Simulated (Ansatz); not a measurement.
# CdSe: relaxed-ion elastic tensor

Level of theory: DFT PBE, scalar-relativistic, plane waves, PAW (Ansatz). Settings: 420 eV plane-wave cutoff, Γ-centred 12×12×12 mesh, fixed occupations. No spin polarisation.

The cell, relaxed at this level:
```
Cd Se
1.0
     0.00000    3.09787    3.09787
     3.09787    0.00000    3.09787
     3.09787    3.09787    0.00000
Cd Se
1 1
Direct
  0.00000 0.00000 0.00000
  0.25000 0.25000 0.25000
```

It was relaxed at this level from a Materials Project cell.

Task: Give the relaxed-ion elastic constants (GPa, Voigt order xx yy zz yz xz xy, on the Cartesian axes of the cell above).

Result:
C11 = 56.5, C12 = 39.0, C13 = 39.0, C22 = 56.5, C23 = 39.0, C33 = 56.5, C44 = 21.7, C55 = 21.7, C66 = 21.7 GPa; the others vanish.

Task: Is the crystal stable against homogeneous strain?

Result: Yes: the least eigenvalue of the tensor is 17.5 GPa.

Task: And the moduli of a polycrystal (Hill averages)?

Result: B = 45 GPa, G = 15 GPa, E = 41 GPa, ν = 0.35.
